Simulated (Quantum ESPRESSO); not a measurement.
## ZrO2 under changes of volume

One of the cells (10.990 Å³/atom); the others are scaled copies at fixed shape and fractional positions:

```xyz
3
Lattice="0.0000 2.5451 2.5451 2.5451 0.0000 2.5451 2.5451 2.5451 0.0000" Properties=species:S:1:pos:R:3 pbc="T T T"
Zr    0.0000    0.0000    0.0000
O     3.8176    3.8176    3.8176
O     1.2725    1.2725    1.2725
```

Measurements of this composition are mostly on another form, of space group No. 14.

```yaml
Program: Quantum ESPRESSO 7.5
Functional: rev-vdW-DF2
Potentials_or_basis: PseudoDojo 0.4.1 SR PBE standard
Cutoff: 1143 eV
Density_cutoff: 4572 eV
k_mesh: 9 × 9 × 9
Occupations: fermi-dirac, width 0.05 eV
Spin: no spin polarisation
```

```csv
volume (Å³/atom),energy over the lowest point (meV/atom),pressure (GPa),gap on the mesh (eV)
10.331,36.09,17.9,3.56
10.551,15.98,11.5,3.50
10.770,4.22,5.7,3.44
10.990,0.00,0.5,3.38
11.210,?,?,?
11.430,11.26,-8.5,3.27
11.650,25.45,-12.3,3.21
```

**Question.** What does the run at 11.210 Å³/atom give?

**Answer.** Energy over the lowest point 2.57 meV/atom; pressure -4.2 GPa; gap on the mesh 3.33 eV.

Worked out: A Birch-Murnaghan fit of order 3 (a polynomial in V^(-2/3)) to the other rows has its minimum at 11.01 Å³/atom with B0 = V·E''(V) = 245 GPa and B' = 4.2. It gives 2.56 meV/atom at 11.210 Å³/atom, against the run's 2.57, and -dE/dV = -4.2 GPa, against -4.2. A straight line through the other rows of the gap, of slope -2.9 eV per unit of ln V, gives 3.32 eV, against the run's 3.33.

Energies are extrapolated to zero smearing.

Caveats: the potentials were made for another functional, which shifts forces and pressure; an odd mesh through Γ misses points on the zone boundary, where band edges often lie. Spin-orbit coupling on Zr is left out.
